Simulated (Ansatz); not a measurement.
**TiAl: from a trial structure to a relaxed crystal**

Theory: DFT PBE, scalar-relativistic, plane waves, PAW in Ansatz. Cutoff 420 eV, Γ-centred k mesh, Gaussian smearing, no spin polarisation in the final step.

TiAl was placed on the zinc blende structure type (F-43m, No. 216), with Ti in place of Zn, Al in place of S, at a guessed volume.

```
Ti Al
1.0
     0.00000    2.57097    2.57097
     2.57097    0.00000    2.57097
     2.57097    2.57097    0.00000
Ti Al
1 1
Direct
  0.00000 0.00000 0.00000
  0.75000 0.75000 0.75000
```

Steps on the 6×6×6 mesh (2 atoms). 9 of 9 steps are shown, and the free energy counts from the last. Trial steps that were taken back and renewals of the plane-wave basis can be among the rows.

| step | ΔF (meV/atom) | V (Å³/atom) | P (GPa) |
| --- | --- | --- | --- |
| 1 | 899.8 | 16.99 | 39.69 |
| 2 | 413.0 | 19.60 | 21.76 |
| 3 | 141.0 | 22.46 | 9.61 |
| 4 | 47.2 | 25.39 | 1.21 |
| 5 | 45.3 | 25.87 | 0.06 |
| 6 | 9.4 | 25.87 | 2.19 |
| 7 | 1.2 | 26.83 | 0.68 |
| 8 | 0.2 | 27.28 | 0.05 |
| 9 | 0.0 | 27.28 | 0.04 |

A final relaxation ran on a 16×16×16 mesh. The relaxed crystal, F-43m (No. 216):

Space group F-43m (No. 216). a = 6.026 Å, b = 6.026 Å, c = 6.026 Å, α = 90.00°, β = 90.00°, γ = 90.00°
| atom | site | symmetry | x | y | z |
| --- | --- | --- | --- | --- | --- |
| Ti | 4a | -43m | 0.0000 | 0.0000 | 0.0000 |
| Al | 4c | -43m | 0.2500 | 0.2500 | 0.2500 |

For TiAl, the volume per atom is 27.35 Å³ and the density is 2.27 g/cm³. The energy over the elements is 1.45 eV/atom and the gap on the 16×16×16 mesh is 0 eV (a metal).

Formation energies are uncorrected and refer to the elements' standard structures at the same level.

The final run used a 16×16×16 mesh on its 2-atom cell and 0.10 eV smearing. For metals, differences of a few meV/atom aren't resolved.

Symmetry constrained the relaxation, so the result can be a saddle point.

Cost: 3 runs of about 0.5 core-minutes in all, on Intel Xeon 6975P-C (Granite Rapids) (shared hosts).